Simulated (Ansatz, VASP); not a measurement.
One calculation of TaN, two programs

File INCAR:

```
SYSTEM = TaN
PREC     = Accurate       ! precision mode
ENCUT    = 520            ! plane-wave cutoff, eV
EDIFF    = 1E-6           ! SCF threshold, eV
ISMEAR   = -1             ! smearing method
SIGMA    = 0.05           ! smearing width, eV
LREAL    = .False.        ! projectors in reciprocal space
LASPH    = .True.         ! aspherical terms in the spheres
NELM     = 150            ! most SCF steps
ALGO     = Normal         ! electronic algorithm
ISIF     = 2              ! what is computed and relaxed
LWAVE    = .False.        ! write WAVECAR
LCHARG   = .False.        ! write CHGCAR
LMAXMIX  = 4              ! l up to which the mixer works
LDAU     = .True.         ! DFT+U
LDAUTYPE = 2            
LDAUL    = 2 -1           ! shell
LDAUU    = 4 0            ! U, eV
LDAUJ    = 0 0          
LDAUPRINT= 1            
GGA      = PS             ! functional
NBANDS   = 15             ! bands
```

Contents of KPOINTS:

```
regular mesh
0
Gamma
  10 10 10
  0 0 0
```

Contents of POSCAR:

```
TaN
1.0
    0.0000000000      2.2113230000      2.2113230000
    2.2113230000      0.0000000000      2.2113230000
    2.2113230000      2.2113230000      0.0000000000
Ta N
1 1
Direct
    0.5000000000      0.5000000000      0.5000000000
    0.0000000000      0.0000000000      0.0000000000
```

File input.yaml:

```yaml
crystal:
  lattice:
    - [0.0, 2.211323, 2.211323]
    - [2.211323, 0.0, 2.211323]
    - [2.211323, 2.211323, 0.0]
  atoms:
    - { symbol: Ta, position: [0.5, 0.5, 0.5] }
    - { symbol: "N", position: [0.0, 0.0, 0.0] }
kpoints:
  mp_grid: { grid: [10, 10, 10] }
scf:
  occupations: { method: fermi_dirac, width: 0.05 }
hamiltonian:
  xc: pbesol
  pseudopotentials: { kind: all_electron, lapw: { basis_error: 0.001 } }
  hubbard:
    sites: [{ species: Ta, l: d, u_eff: 4 }]
    double_counting: fll
    projectors: ortho-atomic
output:
  forces: true
  stress: true
  eigenvalues: true
  dos: { projected: false, de: 0.1, e_range: [-10, 8] }
  hubbard: {}
```

Alike in both runs: functional PBEsol; k mesh 10 × 10 × 10; occupations fermi-dirac, width 0.05 eV; no spin polarisation; Hubbard terms Ta d U = 4.0 eV.

|  | VASP | Ansatz |
| --- | --- | --- |
| version | VASP 6.6.1 | Ansatz 0.2.0 |
| potentials or method | VASP PAW PBE potentials, release 64 (Ta_pv, N) | all-electron LAPW, scalar-relativistic |
| plane-wave cutoff (eV) | 520 | see its input |
| task | single point | density of states |

Ansatz gave:

| Property | Result |
| --- | --- |
| gap on the k mesh at the Fermi level (eV) | none |
| pressure (GPa) | -7.0 |

Task: What did VASP give for the same quantities?

Result: gap on the k mesh at the Fermi level (eV): none; pressure (GPa): 1.9.

The programs project onto different local orbitals, so the same U acts differently. A gap of «none» marks a metal or a gap that the smearing closes. Ansatz ran all-electron here, so the differences hold the error of VASP's frozen core and of both bases.

Caveats: U without spin polarisation on a metal has little footing; the PAW data sets were made with another functional, which shifts forces and pressure a little (VASP); U is the effective U less J, on atomic orbitals that reach past the spheres (Ansatz); the density of states is complete only up to the lowest level of the last band computed (Ansatz). Spin-orbit coupling is left out, which matters for the levels of Ta.
